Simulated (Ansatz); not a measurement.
# Ag: the cost of one run

Method: DFT PBE, scalar-relativistic, plane waves, PAW, in Ansatz 0.2.0.

### Step 1. Starting point

The structure is cubic, space group Fd-3m (No. 227). Conventional cell: a = 5.414 Å, b = 5.414 Å, c = 5.414 Å, α = 90.00°, β = 90.00°, γ = 90.00°. Around Ag (site symmetry -43m) lie 4 Ag at 2.34 Å.

As a file:

```xyz
2
Lattice="0.0000 2.7071 2.7071 2.7071 0.0000 2.7071 2.7071 2.7071 0.0000" Properties=species:S:1:pos:R:3 pbc="T T T"
Ag    2.7071    2.7071    2.7071
Ag    4.0606    4.0606    4.0606
```

This is candidate A: diamond type (Fd-3m, No. 227).

(A quick probe on a coarse mesh, which set the mesh and smearing, is not shown.)

### Step 3. A loose first relaxation (candidate A)

The input, input.yaml:

```yaml
crystal:
  lattice:
    - [0.0, 2.7070612243, 2.7070612243]
    - [2.7070612243, 0.0, 2.7070612243]
    - [2.7070612243, 2.7070612243, 0.0]
  atoms:
    - { symbol: Ag, position: [0.5, 0.5, 0.5] }
    - { symbol: Ag, position: [0.75, 0.75, 0.75] }
basis:
  ecutwfc: 420
kpoints:
  mp_grid: { grid: [6, 6, 6] }
hamiltonian:
  xc: pbe
scf:
  occupations: { method: gaussian, width: 0.1 }
  lower_state_search: "off"
output:
  forces: true
  stress: true
  eigenvalues: true
relax:
  adjacent_minimum: "off"
  f_tol: 0.04
  max_steps: 70
  cell: { stress_tol: 0.4 }
```

Q: Estimate wall time and peak memory on 1 thread of an x86-64 CPU, shared host.

About 5.3 s, with a peak of 0.48 GiB.
